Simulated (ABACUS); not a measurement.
Ag: single point with PBEsol

The system is Ag.

```xyz
1
Lattice="0.0000 2.0427 2.0427 2.0427 0.0000 2.0427 2.0427 2.0427 0.0000" Properties=species:S:1:pos:R:3 pbc="T T T"
Ag    0.0000    0.0000    0.0000
```

```json
{
 "Program": "ABACUS 3.10.1",
 "Task": "single point",
 "Functional": "PBEsol",
 "Potentials or basis": "PseudoDojo NC SR 0.5 PBE stringent",
 "Cutoff": "1116 eV",
 "Density cutoff": "4463 eV",
 "Basis": "plane waves",
 "k mesh": "9 × 9 × 9",
 "Occupations": "fermi-dirac, width 0.05 eV",
 "Spin": "no spin polarisation",
 "Radial cutoff of the potentials (pseudo_rcut)": "10 bohr",
 "SCF threshold on the density": "1e-08",
 "Max SCF steps": "100",
 "Eigensolver": "dav",
 "Mixing": "broyden",
 "Mixing share": "0.7",
 "Symmetry key": "1",
 "Bands": "20"
}
```

```
Pressure               : -2.8 GPa
Band gap on the k mesh : none (metal or under the smearing width)
```

Levels at points of the mesh, in eV from the Fermi level:
```
           k point  band 8  band 9  band 10  band 11  band 12  band 13
(0.00, 0.00, 0.00)   -5.03   -3.97    -3.97    15.87    19.40    19.40
```

Run time: 4 s on 4 MPI ranks on Intel(R) Xeon(R) Platinum 8488C (Sapphire Rapids), with other jobs on the host, peak memory 0.36 GiB a rank.

Caveat: the potentials were made for another functional, which shifts forces and pressure.
